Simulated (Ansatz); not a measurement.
Bulk crystal (AlP) after relaxation:

```cif
data_structure
_symmetry_space_group_name_H-M 'P 1'
_symmetry_Int_Tables_number 1
_cell_length_a 3.8939
_cell_length_b 3.8939
_cell_length_c 3.8939
_cell_angle_alpha 60.000
_cell_angle_beta 60.000
_cell_angle_gamma 60.000
_cell_volume 41.75
loop_
_atom_site_label
_atom_site_type_symbol
_atom_site_fract_x
_atom_site_fract_y
_atom_site_fract_z
_atom_site_occupancy
P1 P 0.50000 0.50000 0.50000 1
Al1 Al 0.75000 0.75000 0.75000 1
```

Miller indices refer to the conventional cell of F-43m (No. 216), a = 5.507 Å, b = 5.507 Å, c = 5.507 Å, α = 90.00°, β = 90.00°, γ = 90.00°. The bulk's gap is 1.63 eV.

Method: Ansatz, DFT PBE, scalar-relativistic, plane waves, PAW. Cutoff 420 eV, Gaussian smearing of 0.05 eV, no spin polarisation. A dipole correction acts along the normal.

This cut of an insulator is polar or leaves open shells, so the slab is metallic here; real surfaces compensate by reconstruction or adsorbates.

A relaxed slab with low-index faces, about a nanometre thick, has these properties:

```yaml
Surface_energy_mean_of_both_faces: 1.70 J/m²
Gap_of_the_slab_on_the_mesh: none (metal or semimetal)
Work_function: 3.30 eV (top), 6.03 eV (bottom)
Dipole_of_the_slab_along_+c_per_cell: 0.20 e·Å
```

Task: Which low-index plane was cut, and which atoms end it?

Result: The (111) plane, with Al in the top plane and P in the bottom one as cut, before relaxation. The planes from bottom to top: P, Al, P, Al, P, Al, P, Al.